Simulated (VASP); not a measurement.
TiC:

```xyz
2
Lattice="3.0421 0.0000 0.0000 -1.5210 2.6345 0.0000 0.0000 0.0000 2.6980" Properties=species:S:1:pos:R:3 pbc="T T T"
Ti    0.0000    0.0000    1.3490
C     0.0000    1.7564    0.0000
```

The cell was built by a generator and needn't be a form met in nature.

- Program: VASP 6.6.1
- Task: relaxation of cell and atoms
- Functional: BLYP
- Dispersion: D3(BJ)
- Potentials or basis: VASP PAW PBE potentials, release 64 (Ti_sv, C)
- Cutoff: 600 eV
- k mesh: 10 × 10 × 10
- Occupations: fermi-dirac, width 0.05 eV
- Spin: no spin polarisation

At the start: pressure -7.0 GPa; volume 10.81 Å³/atom.

Question: How do energy, volume and symmetry change on relaxing?

Answer: Over 7 steps the energy falls by 8.1 meV/atom and the volume is 10.44 Å³/atom (-3.4 %); space group P-6m2 (No. 187, to 0.05 Å).

The path:
| step | energy change (eV) | largest force (eV/Å) | pressure (GPa) | volume (Å³) |
| --- | --- | --- | --- | --- |
| 1 | 0.0000 | 0.0001 | -6.98 | 21.62 |
| 2 | 0.0041 | 0.0000 | 8.78 | 20.18 |
| 3 | -0.0157 | 0.0001 | -0.04 | 20.93 |
| 4 | -0.0157 | 0.0001 | 0.04 | 20.92 |
| 5 | -0.0162 | 0.0000 | 0.05 | 20.90 |
| 6 | -0.0162 | 0.0000 | 0.05 | 20.89 |
| 7 | -0.0162 | 0.0000 | 0.04 | 20.89 |

Final structure:
```
Ti C
1.0
     2.99998   -0.00001    0.00000
    -1.49999    2.59805    0.00000
     0.00000    0.00000    2.68014
Ti C
1 1
Direct
  0.00000 0.00000 0.50000
  0.33333 0.66667 0.00000
```

Caveat: the PAW data sets were made with another functional, which shifts forces and pressure a little.
